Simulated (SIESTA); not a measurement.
NiO2:

```xyz
3
Lattice="2.7988 0.0000 0.0000 -1.3994 2.4238 0.0000 0.0000 0.0000 4.6183" Properties=species:S:1:pos:R:3 pbc="T T T"
Ni    0.0000    0.0000    2.3091
O     0.0000    1.6159    1.3576
O     1.3994    0.8079    3.2607
```

The cell comes from a database or a generator and needn't be the stable form of this composition.

Base run:

- Program: SIESTA 5.4.2
- Functional: PBEsol
- Potentials or basis: PseudoDojo 0.4 standard (PBEsol files)
- Basis: DZP (energy shift 0.003 Ry; two zetas on semicore shells)
- Grid cutoff: 800 Ry
- Energy shift: 0.003 Ry
- k mesh: 8 × 8 × 4
- Occupations: fermi-dirac, width 0.05 eV
- Spin: collinear spin, ferromagnetic start
- Starting moments: [1.0, 0.0, 0.0] μB
- Hubbard terms: Ni d U = 2 eV

Its results: band gap on the k mesh 1.19 eV, indirect (least direct gap 1.31 eV); pressure -2.7 GPa; net moment 0.00 μB per cell; largest force 0.055 eV/Å.

**Question.** The run is repeated on the same cell with these changes: hubbard terms from Ni d U = 2 eV to none. What comes out?

**Answer.** Band gap on the k mesh 0.85 eV, indirect (least direct gap 1.06 eV); pressure -2.3 GPa; net moment 0.00 μB per cell; largest force 0.077 eV/Å.

The U term pushes filled and empty states of the shell apart.

Caveats: short orbitals over semicore shells can move pressures by several GPa; the basis of atomic orbitals isn't converged, which shifts pressures, moduli and gaps.

A k mesh can miss the band edges.
